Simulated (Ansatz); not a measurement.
**Ga2O3 under strain — electrostatic potentials at the O nuclei**

Cell: a COD entry, relaxed with PBE at fixed cell and then changed (z stretched by 1 %, ions relaxed).

```
Ga O
1.0
     6.10700   -1.51855    0.00000
     6.10700    1.51855    0.00000
    -1.38599    0.00000    5.68631
Ga O
4 6
Direct
  0.09249 0.09249 0.79777
  0.90751 0.90751 0.20223
  0.65878 0.65878 0.31469
  0.34122 0.34122 0.68531
  0.16847 0.16847 0.11024
  0.83153 0.83153 0.88976
  0.17225 0.17225 0.56077
  0.82775 0.82775 0.43923
  0.49569 0.49569 0.25321
  0.50431 0.50431 0.74679
```

Atom numbers follow the list; atoms alike are taken as one site, whose name carries the number of the first.

Level of theory: DFT, PBE, plane waves and PAW, scalar-relativistic, 420 eV cutoff, Γ-centred 10×10×6 k-points, Fermi–Dirac smearing 0.02 eV (Ansatz 0.2.0).

The potential at a nucleus is that of all electrons and the other nuclei. A higher potential binds the core electrons more strongly, so differences between sites of one element are the initial-state part of core-level shifts.

Question: Rank the O sites by the potential at the nucleus, lowest first, and give each against the lowest.
A. atom 5: 3 Ga at 1.84–1.95 Å; also 2 Ga at 3.22 Å
B. atom 7: 4 Ga at 1.87–2.07 Å
C. atom 9: 3 Ga at 1.84–1.94 Å

Answer: A (0.00 V), C (0.23 V), B (0.37 V).

At this changed cell the PBE pressure is 6 GPa.
